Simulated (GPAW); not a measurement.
The system is InAs.

```
In As
1.0
     0.00000    3.01800    3.01800
     3.01800    0.00000    3.01800
     3.01800    3.01800    0.00000
In As
1 1
Cartesian
  0.0000 0.0000 0.0000
  4.5270 4.5270 4.5270
```

| Quantity | Value |
| --- | --- |
| Program | GPAW 26.7.0 |
| Task | relaxation of cell and atoms |
| Functional | RPBE |
| Dispersion | D3(BJ) |
| Potentials or basis | the program's PAW data sets (release 1.2.1) made for this functional |
| Cutoff | 600 eV |
| Basis | pw |
| k mesh | 8 × 8 × 8 |
| Occupations | fermi-dirac, width 0.05 eV |
| Spin | no spin polarisation |

At the start: pressure -4.1 GPa; volume 27.49 Å³/atom.

Task: Where does the relaxation end?

Result: Over 11 steps the energy falls by 25.2 meV/atom and the volume is 25.55 Å³/atom (-7.0 %); space group F-43m (No. 216, to 0.05 Å).

Step by step:
```tsv
step	energy change (eV)	largest force (eV/Å)	pressure (GPa)	volume (Å³)
1	0.0000	0.0000	-4.14	54.98
2	-0.0140	0.0000	-3.60	54.39
3	-0.0342	0.0000	-2.50	53.33
4	-0.0487	0.0000	-0.89	51.96
5	-0.0478	0.0000	1.09	50.51
6	-0.0480	0.0000	1.04	50.54
7	-0.0484	0.0000	0.95	50.61
8	-0.0490	0.0000	0.81	50.70
9	-0.0495	0.0000	0.65	50.82
10	-0.0500	0.0000	0.45	50.95
11	-0.0504	0.0000	0.24	51.10
```

Final structure:
```cif
data_structure
_symmetry_space_group_name_H-M 'P 1'
_symmetry_Int_Tables_number 1
_cell_length_a 4.1654
_cell_length_b 4.1654
_cell_length_c 4.1654
_cell_angle_alpha 60.000
_cell_angle_beta 60.000
_cell_angle_gamma 60.000
_cell_volume 51.10
loop_
_atom_site_label
_atom_site_type_symbol
_atom_site_fract_x
_atom_site_fract_y
_atom_site_fract_z
_atom_site_occupancy
In1 In 0.00000 0.00000 0.00000 1
As1 As 0.75000 0.75000 0.75000 1
```

Caveat: later steps reuse the first step's grids.
